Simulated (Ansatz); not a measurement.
The system is Ga2O3.

```
Ga O
1.0
     6.10700   -1.51855    0.00000
     6.10700    1.51855    0.00000
    -1.38599    0.00000    5.63001
Ga O
4 6
Cartesian
  3.2184 0.0000 3.8621
  7.6096 0.0000 1.7679
  10.8240 0.0000 1.1564
  0.0041 0.0000 4.4736
  5.1267 0.0000 4.1853
  5.7013 0.0000 1.4447
  9.4919 0.0000 2.4592
  1.3361 0.0000 3.1708
  8.9710 0.0000 5.0118
  1.8570 0.0000 0.6182
```

| Property | Result |
| --- | --- |
| Program | Ansatz 0.2.0 |
| Task | relaxation of cell and atoms |
| Functional | PBE |
| Potentials or basis | Ansatz PAW earlier set |
| Cutoff | 1020 eV (not typed: the program's choice for these potentials) |
| k mesh | 9 × 9 × 5 |
| Occupations | fermi-dirac, width 0.05 eV |
| Spin | no spin polarisation |

At the start: volume 10.44 Å³/atom.

Q: How do energy, volume and symmetry change on relaxing?

A: It ends after 7 steps and the volume is 10.96 Å³/atom (+5.0 %); space group C2/m (No. 12, to 0.05 Å).

Step by step:
```
step  energy change (eV)  largest force (eV/Å)  volume (Å³)
   1              0.0000                0.2184       104.42
   2             -0.1153                0.1294       107.37
   3             -0.1429                0.0272       109.46
   4             -0.1433                0.0119       109.62
   5             -0.1434                0.0136       109.60
   6             -0.1434                0.0017       109.61
   7             -0.1438                0.0017       109.61
```

Final structure:
```
Ga O
1.0
     6.22731   -1.54146    0.01173
     6.22731    1.54146    0.01173
    -1.40248    0.00000    5.70661
Ga O
4 6
Cartesian
  3.2913 0.0000 3.9223
  7.7609 0.0000 1.8078
  11.0472 0.0000 1.1931
  0.0049 0.0000 4.5370
  5.2343 0.0000 4.2535
  5.8178 0.0000 1.4766
  9.6802 0.0000 2.5052
  1.3720 0.0000 3.2248
  9.1692 0.0000 5.1036
  1.8830 0.0000 0.6265
```

Caveat: the plane-wave basis is chosen anew once the cell has moved, so the energies of steps on either side of that aren't comparable.
